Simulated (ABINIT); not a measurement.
# MoS2 (P-3m1) in ABINIT: a series of runs

One crystal, MoS2, is run at these levels: LDA; tasks: relaxation of cell and atoms, single point.

Program: ABINIT 10.8.3 (patched build). These are calculated values, not measurements. Logs are shortened: lines on timing, memory, paths and dates and some standing lists are left out, and cuts for length are marked. The log counts tension as positive stress, the text compression.

### 1 The crystal as given

The structure is trigonal, space group P-3m1 (No. 164). The conventional cell has a = 3.227 Å, b = 3.227 Å, c = 6.312 Å, α = 90.00°, β = 90.00°, γ = 120.00°. Mo (site symmetry -3m) is surrounded by 6 S at 2.42 Å. S (site symmetry 3m) is surrounded by 3 Mo at 2.42 Å.

Measurements of this composition are mostly on another form, of space group No. 194.

### 2 Relaxation of cell and atoms, LDA

The input, run.abi:

```
# Pseudopotentials
pp_dirpath "./"
pseudos "Mo.upf, S.upf"

# Structure
acell 3*1.0
rprim
     6.0990240984     0.0000000000     0.0000000000
    -3.0495120492     5.2819098074     0.0000000000
     0.0000000000     0.0000000000    11.9288459328
ntypat 2
znucl 42 16
natom 3
typat 1 2 2
chkprim 0
chksymtnons 0
tolsym 1.0e-6
xred
            0.0            0.0            1/2
            2/3            1/3   0.7446806800
            1/3            2/3   0.2553193200

# Plane-wave basis
ecut 40.0
ecutsm 0.5

# k points
kptopt 1
ngkpt 7 7 3
nshiftk 1
shiftk 0.0 0.0 0.0

# Exchange and correlation
ixc 7

# Bands and occupations
nband 17
occopt 3
tsmear 0.05 eV

# SCF cycle
nstep 80
tolvrs 1.0e-12

# Output
iomode 3
prteig 0
prtebands 0
prtwf 0
prtden 0

# Relaxation
ionmov 2
optcell 2
ntime 50
tolmxf 2.0e-5
dilatmx 1.08
```

Potentials or basis: PseudoDojo NC SR LDA v0.4.1 standard.

On the command line:

```
$ mpirun --bind-to none -np 4 abinit run.abi > log 2>&1
```

run.abo:

```text
.Version 10.8.3 of ABINIT
 Symmetries : space group P-3 m 1 (#164); Bravais hP (primitive hexag.)
================================================================================
 Values of the parameters that define the memory need of the present run
     intxc =       0    ionmov =       2      iscf =       7    lmnmax =       6
     lnmax =       6     mgfft =      75  mpssoang =       3    mqgrid =    3668
     natom =       3  nloc_mem =       1    nspden =       1   nspinor =       1
    nsppol =       1      nsym =      12    n1xccc =    2501    ntypat =       2
    occopt =       3   xclevel =       1
       mpw =        5881          nfft =      120000          nkpt =          20
================================================================================
================================================================================

--------------------------------------------------------------------------------
------------- Echo of variables that govern the present computation ------------
--------------------------------------------------------------------------------
 -outvars: echo values of preprocessed input variables --------
            acell      1.0000000000E+00  1.0000000000E+00  1.0000000000E+00 Bohr
              amu      9.59400000E+01  3.20660000E+01
          chkprim           0
      chksymtnons           0
          dilatmx      1.08000000E+00
             ecut      4.00000000E+01 Hartree
           ecutsm      5.00000000E-01 Hartree
           ionmov           2
              ixc           7
         kptrlatt        7    0    0      0    7    0      0    0    3
          kptrlen      3.57865378E+01
            natom           3
            nband          17
            ngfft          40      40      75
             nkpt          20
            nstep          80
             nsym          12
            ntime          50
           ntypat           2
           occopt           3
          optcell           2
           prtden           0
        prtebands           0
           prteig           0
            prtwf           0
            rprim      6.0990240984E+00  0.0000000000E+00  0.0000000000E+00
                      -3.0495120492E+00  5.2819098074E+00  0.0000000000E+00
                       0.0000000000E+00  0.0000000000E+00  1.1928845933E+01
          spgroup         164
           tolmxf      2.00000000E-05
           tolsym      1.00000000E-06
           tolvrs      1.00000000E-12
           tsmear      1.83746611E-03 Hartree
            typat      1  2  2
           xangst      0.0000000000E+00  0.0000000000E+00  3.1562367079E+00
                       1.6137322797E+00  9.3168876607E-01  4.7007769957E+00
                       9.6947835117E-17  1.8633775321E+00  1.6116964200E+00
            xcart      0.0000000000E+00  0.0000000000E+00  5.9644229664E+00
                       3.0495120492E+00  1.7606366025E+00  8.8831811009E+00
                       1.8320485687E-16  3.5212732049E+00  3.0456648319E+00
             xred      0.0000000000E+00  0.0000000000E+00  5.0000000000E-01
                       6.6666666667E-01  3.3333333333E-01  7.4468068000E-01
                       3.3333333333E-01  6.6666666667E-01  2.5531932000E-01
            znucl       42.00000   16.00000

================================================================================

 chkinp: Checking input parameters for consistency.

================================================================================
== DATASET  1 ==================================================================

--- !DatasetInfo
iteration_state: {dtset: 1, }
dimensions: {natom: 3, nkpt: 20, mband: 17, nsppol: 1, nspinor: 1, nspden: 1, mpw: 5881, }
cutoff_energies: {ecut:  40.0, pawecutdg:  -1.0, }
electrons: {nelect:   2.60000000E+01, charge:   0.00000000E+00, occopt:   3.00000000E+00, tsmear:   1.83746611E-03, }
meta: {optdriver: 0, ionmov: 2, optcell: 2, iscf: 7, paral_kgb: 0, }
...

 Exchange-correlation functional for the present dataset will be:
  LDA: Perdew-Wang 92 LSD fit to Ceperley-Alder data - ixc=7
  J.P.Perdew and Y.Wang, PRB 45, 13244 (1992)

 Real(R)+Recip(G) space primitive vectors, cartesian coordinates (Bohr,Bohr^-1):
 R(1)=  6.0990241  0.0000000  0.0000000  G(1)=  0.1639607  0.0946627  0.0000000
 R(2)= -3.0495120  5.2819098  0.0000000  G(2)=  0.0000000  0.1893255  0.0000000
 R(3)=  0.0000000  0.0000000 11.9288459  G(3)=  0.0000000  0.0000000  0.0838304
 Unit cell volume ucvol=  3.8428175E+02 bohr^3
 Angles (23,13,12)=  9.00000000E+01  9.00000000E+01  1.20000000E+02 degrees

 getcut: wavevector=  0.0000  0.0000  0.0000  ngfft=  40  40  75
         ecut(hartree)=     46.656   => boxcut(ratio)=   2.01750

--- Pseudopotential description ------------------------------------------------
- pspini: atom type   1  psp file is ./Mo.upf
  42.00000  14.00000  180309                  znucl, zion, pspdat
12 -1012 2 -1 1602                            pspcod,pspxc,lmax,lloc,mmax
     nproj     2     2     2

- pspini: atom type   2  psp file is ./S.upf
  16.00000   6.00000  180309                  znucl, zion, pspdat
12 -1012 2 -1 1132                            pspcod,pspxc,lmax,lloc,mmax
     nproj     2     2     2

   8.62314590E+02                                ecore*ucvol(ha*bohr**3)
--------------------------------------------------------------------------------

================================================================================

=== [ionmov= 2] Broyden-Fletcher-Goldfarb-Shanno method (forces)
================================================================================

--- Iteration: ( 1/50) Internal Cycle: (1/1)
--------------------------------------------------------------------------------

---SELF-CONSISTENT-FIELD CONVERGENCE--------------------------------------------

--- !BeginCycle
iteration_state: {dtset: 1, itime: 1, icycle: 1, }
solver: {iscf: 7, nstep: 80, nline: 4, wfoptalg: 0, }
tolerances: {tolvrs: 1.00E-12, }
...

     iter   Etot(hartree)      deltaE(h)  residm     vres2
 ETOT  1  -92.251706157996    -9.225E+01 9.073E-02 2.817E+03
 ETOT  2  -90.706855124088     1.545E+00 7.007E-02 2.890E+04
 ETOT  3  -92.558360871310    -1.852E+00 6.409E-03 4.543E+01
 ETOT  4  -92.560947986328    -2.587E-03 1.057E-03 3.944E+00
 ETOT  5  -92.561293070442    -3.451E-04 9.636E-04 3.746E+00
 ETOT  6  -92.561501305845    -2.082E-04 4.991E-04 6.396E-01
 ETOT  7  -92.561530632661    -2.933E-05 3.792E-04 1.013E-02
 ETOT  8  -92.561530955698    -3.230E-07 2.711E-04 5.081E-04
 ETOT  9  -92.561530993228    -3.753E-08 2.066E-04 2.415E-05
 ETOT 10  -92.561530994932    -1.704E-09 1.497E-04 8.565E-07
 ETOT 11  -92.561530994974    -4.152E-11 1.143E-04 2.436E-09
 ETOT 12  -92.561530994977    -2.984E-12 8.200E-05 2.160E-11
 ETOT 13  -92.561530994978    -9.805E-13 6.232E-05 5.918E-13

 At SCF step   13       vres2   =  5.92E-13 < tolvrs=  1.00E-12 =>converged.

 Cartesian components of stress tensor (hartree/bohr^3)
  sigma(1 1)=  2.26376020E-04  sigma(3 2)=  0.00000000E+00
  sigma(2 2)=  2.26376020E-04  sigma(3 1)=  0.00000000E+00
  sigma(3 3)=  1.25641248E-04  sigma(2 1)=  0.00000000E+00
[... 1655 lines left out ...]
 -3.41889741965336E-28 -3.67132411149266E-28  5.00000000000000E-01
  6.66666666666667E-01  3.33333333333333E-01  7.72114873848241E-01
  3.33333333333333E-01  6.66666666666667E-01  2.27885126151759E-01
 Cartesian forces (fcart) [Ha/bohr]; max,rms= 1.93158E-06 9.10556E-07 (free atoms)
  1.20417177736461E-28  3.47614449913103E-28 -0.00000000000000E+00
  1.20417177736461E-28  1.39045779965241E-28  1.93158007483079E-06
 -2.40834355472922E-28 -4.86660229878344E-28 -1.93158007483079E-06
 Gradient of E wrt nuclear positions in reduced coordinates (gred)
 -7.18038726174503E-28 -1.43607745234901E-27 -0.00000000000000E+00
 -7.18038726174503E-28 -3.59019363087252E-28 -2.08931154748716E-05
  1.43607745234901E-27  1.79509681543626E-27  2.08931154748716E-05
 Scale of Primitive Cell (acell) [bohr]
  5.96292605151375E+00  5.96292605142240E+00  1.08165929785240E+01
 Real space primitive translations (rprimd) [bohr]
  5.96292605151375E+00  0.00000000000000E+00  0.00000000000000E+00
 -2.98146302575687E+00  5.16404544139347E+00  0.00000000000000E+00
  0.00000000000000E+00  0.00000000000000E+00  1.08165929785240E+01
 Unitary Cell Volume (ucvol) [Bohr^3]=  3.33073412430909E+02
 Angles (23,13,12)= [degrees]
  9.00000000000000E+01  9.00000000000000E+01  1.20000000000507E+02
 Lengths [Bohr]
  5.96292605151375E+00  5.96292605142240E+00  1.08165929785240E+01
 Stress tensor in cartesian coordinates (strten) [Ha/bohr^3]
 -1.25474533306871E-08  0.00000000000000E+00  0.00000000000000E+00
  0.00000000000000E+00 -1.25471358129736E-08  0.00000000000000E+00
  0.00000000000000E+00  0.00000000000000E+00 -4.41780621442817E-08
 Total energy (etotal) [Ha]= -9.25654667531199E+01

 Difference of energy with previous step (new-old):
           Absolute (Ha)=-2.13034E-08
           Relative     =-2.30144E-10

 At Broyd/MD step  16, gradients are converged :
  max grad (force/stress) = 4.4178E-06 < tolmxf= 2.0000E-05 ha/bohr (free atoms)

================================================================================

 ----iterations are completed or convergence reached----

 Mean square residual over all n,k,spin=   48.103E-14; max=  99.549E-12
 reduced coordinates (array xred) for    3 atoms
      -0.000000000000     -0.000000000000      0.500000000000
       0.666666666667      0.333333333333      0.772114873848
       0.333333333333      0.666666666667      0.227885126152
 rms dE/dt=  9.8491E-06; max dE/dt=  2.0893E-05; dE/dt below (all hartree)
    1       0.000000000000      0.000000000000      0.000000000000
    2       0.000000000000      0.000000000000     -0.000020893115
    3       0.000000000000      0.000000000000      0.000020893115

 cartesian coordinates (angstrom) at end:
    1     -0.00000000000000    -0.00000000000000     2.86194724998258
    2      1.57772228731010     0.91089838726635     4.41950407976124
    3     -0.00000000000000     1.82179677453270     1.30439042020392

 cartesian forces (hartree/bohr) at end:
    1      0.00000000000000     0.00000000000000    -0.00000000000000
    2      0.00000000000000     0.00000000000000     0.00000193158007
    3     -0.00000000000000    -0.00000000000000    -0.00000193158007
 frms,max,avg= 9.1055558E-07 1.9315801E-06   0.000E+00  0.000E+00  0.000E+00 h/b

 cartesian forces (eV/Angstrom) at end:
    1      0.00000000000000     0.00000000000000    -0.00000000000000
    2      0.00000000000000     0.00000000000000     0.00009932584101
    3     -0.00000000000000    -0.00000000000000    -0.00009932584101
 frms,max,avg= 4.6822650E-05 9.9325841E-05   0.000E+00  0.000E+00  0.000E+00 e/A
 length scales=  5.962926051514  5.962926051422 10.816592978524 bohr
              =  3.155444574620  3.155444574572  5.723894499965 angstroms
 Fermi (or HOMO) energy (hartree) =   0.35478   Average Vxc (hartree)=  -0.43336
 Eigenvalues (hartree) for nkpt=  20  k points:
 kpt#   1, nband= 17, wtk=  0.00680, kpt=  0.0000  0.0000  0.0000 (reduced coord)
  -1.90854   -0.95900   -0.95371   -0.95371   -0.20971   -0.13472    0.08055    0.20664
   0.20664    0.30028    0.31614    0.32022    0.32022    0.35184    0.35184    0.46677
   0.46677
      occupation numbers for kpt#   1
   2.00000    2.00000    2.00000    2.00000    2.00000    2.00000    2.00000    2.00000
   2.00000    2.00000    2.00000    2.00000    2.00000    1.66397    1.66397    0.00000
   0.00000
 prteigrs : prtvol=0 or 1, do not print more k-points.

--- !EnergyTerms
iteration_state     : {dtset: 1, itime: 16, icycle: 1, }
comment             : Components of total free energy in Hartree
kinetic             :  3.00884179791885E+01
hartree             :  2.24505971249365E+01
xc                  : -1.66536310886527E+01
Ewald energy        : -6.57581575209662E+01
psp_core            :  2.58896254568163E+00
local_psp           : -7.69514303546783E+01
non_local_psp       :  1.16702168519333E+01
internal            : -9.25650244625572E+01
'-kT*entropy'       : -4.42290562722630E-04
total_energy        : -9.25654667531199E+01
total_energy_eV     : -2.51883466885866E+03
band_energy         : -7.12011920805767E+00
...

 rms coord change=  1.2933E-02   atom, delta coord (reduced):
     1       -0.000000000000     -0.000000000000      0.000000000000
     2        0.000000000000      0.000000000000      0.027434193848
     3        0.000000000000      0.000000000000     -0.027434193848

 Cartesian components of stress tensor (hartree/bohr^3)
  sigma(1 1)= -1.25474533E-08  sigma(3 2)=  0.00000000E+00
  sigma(2 2)= -1.25471358E-08  sigma(3 1)=  0.00000000E+00
  sigma(3 3)= -4.41780621E-08  sigma(2 1)=  0.00000000E+00

-Cartesian components of stress tensor (GPa)         [Pressure=  6.7936E-04 GPa]
- sigma(1 1)= -3.69158822E-04  sigma(3 2)=  0.00000000E+00
- sigma(2 2)= -3.69149480E-04  sigma(3 1)=  0.00000000E+00
- sigma(3 3)= -1.29976346E-03  sigma(2 1)=  0.00000000E+00

== END DATASET(S) ==============================================================
================================================================================

 -outvars: echo values of variables after computation  --------
            acell      5.9629260515E+00  5.9629260514E+00  1.0816592979E+01 Bohr
           etotal     -9.2565466753E+01
            fcart      1.2041717774E-28  3.4761444991E-28 -0.0000000000E+00
                       1.2041717774E-28  1.3904577997E-28  1.9315800748E-06
                      -2.4083435547E-28 -4.8666022988E-28 -1.9315800748E-06
            rprim      1.0000000000E+00  0.0000000000E+00  0.0000000000E+00
                      -5.0000000001E-01  8.6602540378E-01  0.0000000000E+00
                       0.0000000000E+00  0.0000000000E+00  1.0000000000E+00
           strten     -1.2547453331E-08 -1.2547135813E-08 -4.4178062144E-08
                       0.0000000000E+00  0.0000000000E+00  0.0000000000E+00
           xangst     -4.9958114394E-28 -1.0032609637E-27  2.8619472500E+00
                       1.5777222873E+00  9.1089838727E-01  4.4195040798E+00
                      -3.9893018878E-17  1.8217967745E+00  1.3043904202E+00
             xred     -3.4188974197E-28 -3.6713241115E-28  5.0000000000E-01
                       6.6666666667E-01  3.3333333333E-01  7.7211487385E-01
                       3.3333333333E-01  6.6666666667E-01  2.2788512615E-01
 Calculation completed.
```

Wall time 9.7 min (4 MPI ranks of AMD EPYC 7R43 (Zen 3), shared host); peak memory 0.36 GiB.

Results:

- Free energy: -2518.8347 eV
- Relaxed volume: 16.45 Å³/atom
- Relaxed cell: a = 3.155 Å, b = 3.155 Å, c = 5.724 Å, α = 90.00°, β = 90.00°, γ = 120.00°
- Space group after relaxing (to 0.05 Å): P-3m1 (No. 164)
- Energy gained by relaxing: 35.7 meV/atom
- Ionic steps: 16
- Pressure after relaxing: 0.0 GPa
- Band gap on the k mesh: none (metal or under the smearing width)

The path:
| step | energy change (eV) | largest force (eV/Å) | pressure (GPa) | volume (Å³) |
| --- | --- | --- | --- | --- |
| 1 | 0.0000 | 0.1680 | -5.67 | 56.94 |
| 2 | -0.0299 | 0.1115 | -3.30 | 55.96 |
| 3 | -0.0514 | 0.4703 | 0.28 | 54.45 |
| 4 | -0.0580 | 0.4545 | 0.66 | 54.09 |
| 5 | -0.0736 | 0.1949 | 0.44 | 53.15 |
| 6 | -0.0750 | 0.1027 | -0.06 | 53.06 |
| 7 | -0.0759 | 0.0435 | -0.38 | 52.96 |
| 8 | -0.0781 | 0.0406 | -0.82 | 52.70 |
| 9 | -0.0834 | 0.1635 | -1.39 | 52.01 |
| 10 | -0.0933 | 0.2745 | -1.61 | 50.72 |
| 11 | -0.1021 | 0.2284 | -1.14 | 49.78 |
| 12 | -0.1063 | 0.0909 | -0.66 | 49.64 |
| 13 | -0.1068 | 0.0176 | 0.07 | 49.21 |
| 14 | -0.1071 | 0.0104 | -0.08 | 49.41 |
| 15 | -0.1071 | 0.0016 | -0.01 | 49.37 |
| 16 | -0.1071 | 0.0001 | 0.00 | 49.36 |

Final structure:
```yaml
crystal:
  lattice:
    - [3.15544, 0.00000, 0.00000]
    - [-1.57772, 2.73270, 0.00000]
    - [0.00000, 0.00000, 5.72389]
  atoms:
    - { symbol: Mo, position: [0.00000, 0.00000, 0.50000] }
    - { symbol: S, position: [0.66667, 0.33333, 0.77211] }
    - { symbol: S, position: [0.33333, 0.66667, 0.22789] }
```

(Continued in part 2 of 2.)
